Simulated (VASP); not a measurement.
Here is a VASP 6.6.1 calculation.

INCAR

```
  ALGO = Normal
  EDIFF = 1E-7
  ENCUT = 520
  GGA = PE
  ISIF = 2
  ISMEAR = 0
  LASPH = T
  LCHARG = F
  LREAL = F
  LWAVE = F
  NBANDS = 11
  NELM = 100
  PREC = Accurate
  SIGMA = 0.02
```

File KPOINTS:

```
k-points
0
Gamma
  12 12 12
```

File POSCAR:

```
Be2C
1.0
    0.0000000000      2.0882940500      2.0882940500
    2.0882940500      0.0000000000      2.0882940500
    2.0882940500      2.0882940500      0.0000000000
Be C
2 1
Direct
    0.2500000000      0.2500000000      0.2500000000
    0.7500000000      0.7500000000      0.7500000000
    0.0000000000      0.0000000000      0.0000000000
```

Potentials or basis: VASP PAW PBE potentials, release 64 (Be, C).

Command:

```sh
$ cat potpaw_PBE.64/Be/POTCAR potpaw_PBE.64/C/POTCAR > POTCAR
$ mpirun -np 1 vasp_std > vasp.out
```

Q: What does it give for the pressure?

A: 26.6 GPa.

Q: Estimate the band gap on the k mesh.

A: 1.20 eV, indirect (least direct gap 4.33 eV).

Caveat: so large a pressure means that the cell lies far from this level's equilibrium, or that cutoff or potentials fall short. A k mesh can miss the band edges.
